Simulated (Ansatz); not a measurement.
**NiO in Ansatz: the effect of functional**

NiO:

```
Ni O
1.0
     0.00000    2.08590    2.08590
     2.08590    0.00000    2.08590
     2.08590    2.08590    0.00000
Ni O
1 1
Direct
  0.00000 0.00000 0.00000
  0.50000 0.50000 0.50000
```

Alike in all runs:

| Quantity | Value |
| --- | --- |
| Program | Ansatz 0.2.0 |
| Task | band structure |
| Potentials or basis | all-electron LAPW, scalar-relativistic |
| Cutoff | 378 eV (chosen from the basis error) |
| Basis error allowed | 0.001 eV/atom |
| k mesh | 11 × 11 × 11 |
| Occupations | fermi-dirac, width 0.05 eV |
| Spin | collinear spin, ferromagnetic start |
| Starting moments | [1.0, 0.0] μB |

```csv
functional,pressure (GPa),moment (μB)
PBE,?,?
LDA,-19.8,0.30
PBEsol,-6.8,1.48
```

Question: What does the run with functional PBE give?

Answer: Pressure 6.3 GPa; moment 1.78 μB.

Caveats: a cell with one magnetic atom can't hold antiferromagnetic order, which such compounds often take (some runs).
